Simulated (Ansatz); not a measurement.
TiO₂: gradients before and after relaxing the atoms

Start: a COD entry (perhaps calculated rather than measured), atoms as given.

Space group P3_121 (No. 152); a = 5.2910, c = 6.1330 Å, γ = 120.00°.

| site | Wyckoff | site symmetry | x | y | z |
| --- | --- | --- | --- | --- | --- |
| Ti | 3a | .2. | 0.4530 | 0.0000 | 0.3333 |
| O | 6c | 1 | 0.4080 | 0.3030 | 0.2150 |

One atom of each set is listed.

Computed with Ansatz: DFT, r2SCAN, plane waves and PAW, scalar-relativistic, 500 eV cutoff, Γ-centred 6×6×5 k-points, Fermi–Dirac smearing 0.01 eV.

The largest force at the start is 2.2 eV/Å. Relaxing the ions at fixed cell moves them by 0.097 Å at most (atom 8, O) and 0.079 Å rms. End positions:

Ti (0.4550, 0.0000, 0.3333)
O (0.4087, 0.2926, 0.2278)

```json
{"site": "Ti", "moved (Å)": "0.011", "first shell before": "4 O at 1.73–1.88 Å", "first shell after": "4 O at 1.80–1.81 Å", "V_zz before (10²¹ V/m²)": "-3.81", "η before": "0.72"}
{"site": "O", "moved (Å)": "0.097", "first shell before": "2 Ti at 1.73–1.88 Å, angle 138°", "first shell after": "2 Ti at 1.80–1.81 Å, angle 137°", "V_zz before (10²¹ V/m²)": "1.68", "η before": "0.78"}
```

**Question.** How do the gradients change?

**Answer.** 

| site | V_zz after | η after | change of V_zz |
| --- | --- | --- | --- |
| Ti | -2.29 | 0.08 | +1.52 |
| O | 1.55 | 0.19 | -0.13 |

The largest change of V_zz is on Ti, from -3.81 to -2.29. In per cent, |V_zz| changes by -40 on Ti, -8 on O (all sites that start above 0.5). Where |V_zz| stays above 0.1, η moves most on Ti, from 0.72 to 0.08.

Before: At this cell the principal stresses reach 7 GPa in size with r2SCAN, which can matter for small gradients.
